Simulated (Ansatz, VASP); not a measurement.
**Two plane-wave programs on Al2O**

The input INCAR:

```
  PREC = Accurate
  ENCUT = 600
  EDIFF = 1E-7
  ISMEAR = 0
  SIGMA = 0.1
  LREAL = F
  LASPH = T
  NELM = 100
  ALGO = Normal
  ISIF = 3
  LWAVE = F
  LCHARG = F
  GGA = PE
  IBRION = 2
  NSW = 100
  EDIFFG = -0.01
```

KPOINTS

```
Automatic mesh
0
Gamma
  16 16 16
```

Contents of POSCAR:

```
Al2O
1.0
   -1.9867192550      1.9867192550      2.9044435346
    1.9867192550     -1.9867192550      2.9044435346
    1.9867192550      1.9867192550     -2.9044435346
Al O
2 1
Direct
    0.5000000000      0.0000000000      0.5000000000
    0.0000000000      0.5000000000      0.5000000000
    0.5000000000      0.5000000000      0.0000000000
```

Input for Ansatz:

```yaml
crystal:
  lattice:
    - [-1.986719255, 1.986719255, 2.9044435346]
    - [1.986719255, -1.986719255, 2.9044435346]
    - [1.986719255, 1.986719255, -2.9044435346]
  atoms:
    - { symbol: Al, position: [0.5, 0.0, 0.5] }
    - { symbol: Al, position: [0.0, 0.5, 0.5] }
    - { symbol: O, position: [0.5, 0.5, 0.0] }
basis:
  ecutwfc: 420
kpoints:
  mp_grid: { grid: [16, 16, 16] }
hamiltonian:
  xc: pbe
scf:
  occupations: { method: gaussian, width: 0.1 }
output:
  forces: true
  stress: true
  eigenvalues: true
  write_density: true
  write_potential: true
  elf: true
  volumetric_format: npy
relax:
  adjacent_minimum: "off"
  f_tol: 0.01
  max_steps: 80
  cell: { stress_tol: 0.05 }
```

Alike in both runs: task relaxation of cell and atoms; functional PBE; k mesh 16 × 16 × 16; occupations gaussian, width 0.1 eV; no spin polarisation.

|  | VASP | Ansatz |
| --- | --- | --- |
| version | VASP 6.6.1 | Ansatz 0.2.0 |
| potentials or method | VASP PAW PBE potentials, release 64 (Al, O) | scalar-relativistic, plane waves, PAW |
| plane-wave cutoff (eV) | 600 | 420 |
| valence electrons in the cell | 12 | 12 |

|  | VASP | Ansatz | Ansatz less VASP |
| --- | --- | --- | --- |
| gap on the k mesh at the Fermi level, each at its own relaxed structure (eV) | none | none | - |
| relaxed volume (Å³/atom) | 15.22 | 15.25 | +0.030 |
| relaxed cell length with the largest relative difference (Å) | 4.035 | 4.038 | +0.0024 |

A gap of «none» marks a metal or a gap that the smearing closes.
